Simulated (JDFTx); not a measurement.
# Hf under changes of volume

One of the cells (22.380 Å³/atom); the others are scaled copies at fixed shape and fractional positions:

```xyz
2
Lattice="3.1967 0.0000 0.0000 -1.5983 2.7684 0.0000 0.0000 0.0000 5.0578" Properties=species:S:1:pos:R:3 pbc="T T T"
Hf    1.5984    0.9228    3.7934
Hf    0.0000    1.8456    1.2645
```

| Quantity | Value |
| --- | --- |
| Program | JDFTx 1.7.0 (patched build) |
| Functional | LDA |
| Potentials or basis | PseudoDojo-SR-LDA-0.4.1-standard |
| Cutoff | 789 eV |
| Density cutoff | 6313 eV |
| k mesh | 10 × 10 × 5 |
| Occupations | fermi-dirac, width 0.05 eV |
| Spin | no spin polarisation |

| volume (Å³/atom) | energy over the lowest point (meV/atom) | pressure (GPa) |
| --- | --- | --- |
| 21.037 | 0.00 | -2.7 |
| 21.485 | ? | ? |
| 21.933 | 27.73 | -7.0 |
| 22.380 | 50.08 | -8.9 |
| 22.828 | 77.42 | -10.6 |
| 23.276 | 109.29 | -12.1 |
| 23.723 | 145.28 | -13.5 |

What does the run at 21.485 Å³/atom give?

Energy over the lowest point 10.85 meV/atom; pressure -4.9 GPa.

Worked out: A Birch-Murnaghan fit of order 3 (a polynomial in V^(-2/3)) to the other rows has its minimum at 20.54 Å³/atom, just outside them, with B0 = V·E''(V) = 120 GPa and B' = 3.3 at fixed shape and positions, which overstates the stiffness. It gives 10.86 meV/atom at 21.485 Å³/atom, against the run's 10.85, and -dE/dV = -5.0 GPa, against -4.9.

Energies are extrapolated to zero smearing.
